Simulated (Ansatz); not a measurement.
A series in volume per atom on Bi2Se3

Periodic Kohn-Sham DFT of a crystal at fixed atoms; pressure and stress are positive in compression; the energy is the free energy less that of spherical unpolarised free atoms; site moments are those in the method's own spheres, positive along +z. The results are calculated, by Ansatz 0.2.0.

Cell of the first row (space group R-3m, No. 166):
```
cell vectors (Å)
   2.0292     1.1716     9.3505
  -2.0292     1.1716     9.3505
   0.0000    -2.3431     9.3505
atoms (fractions of the cell vectors)
Bi  0.40080  0.40080  0.40080
Bi  0.59920  0.59920  0.59920
Se  0.00000  0.00000  0.00000
Se  0.21170  0.21170  0.21170
Se  0.78830  0.78830  0.78830
```

Settings of every row: method all-electron PAW; functional PBE; relativity scalar; k mesh 6x6x6; filling fermi-dirac; smearing width 0.03 eV; nucleus gaussian.

Atom start moment: 0 on all atoms.

Limits: a layered crystal: even scaling strains the bonds within the layers, so this curve is stiffer than the crystal under pressure; no spin-orbit coupling on heavy atoms; small gap, it may come from the mesh.

| row | volume per atom (Å³) | pressure (GPa) |
| --- | --- | --- |
| 1 | 26.675 | ? |
| 2 | 27.243 | 5.549 |
| 3 | 27.81 | 3.961 |
| 4 | 28.094 | 3.228 |
| 5 | 28.378 | 2.533 |
| 6 | 28.662 | 1.873 |
| 7 | 28.946 | 1.247 |
| 8 | 29.513 | 0.092 |
| 9 | 30.081 | -0.949 |

Question: what pressure should row 1 give?

Worked fit of pressure. Take u = (V_r/V)^(2/3) − 1 with V_r = 28.52 Å³ an atom, which is twice the finite (Eulerian) strain; such expansions in the strain, on which the Birch-Murnaghan equation of state is built, carry the rest volume and the bulk modulus. The shown rows have u = 0.03101, 0.01695, 0.01008, 0.00333, -0.00331, -0.00984, -0.02256, -0.0349. Least squares give pressure = 2.1986 + 99.345 × u + 271.75 × u² + 274 × u³ GPa; a parabola predicts inner rows, each left out in turn, worse (root mean square 0.0025 against 0.00082 GPa). The rows lie off it by 0.000, -0.001, 0.000, 0.001, 0.000, 0.000, -0.001, 0.000. The pressure vanishes at u = -0.0236, or V = 29.56 Å³ an atom, and there the bulk modulus at fixed shape and fractions is B = −V dP/dV = (2/3)(1 + u) dP/du = 56.6 GPa. Letting shape and atoms relax would as a rule lower it, by much in layered, chain or molecular crystals. The withheld row has u = 0.04559, so the fit gives 2.1986 + 99.345 × (0.04559) + 271.75 × (0.04559)² + 274 × (0.04559)³ = 7.319 GPa.

The calculation gave 7.314 GPa. The fit lies 0.005 GPa (0.061 % of the column's range) above it; its largest miss of a shown row is 0.001 GPa. This row lies beyond the range of the fit.
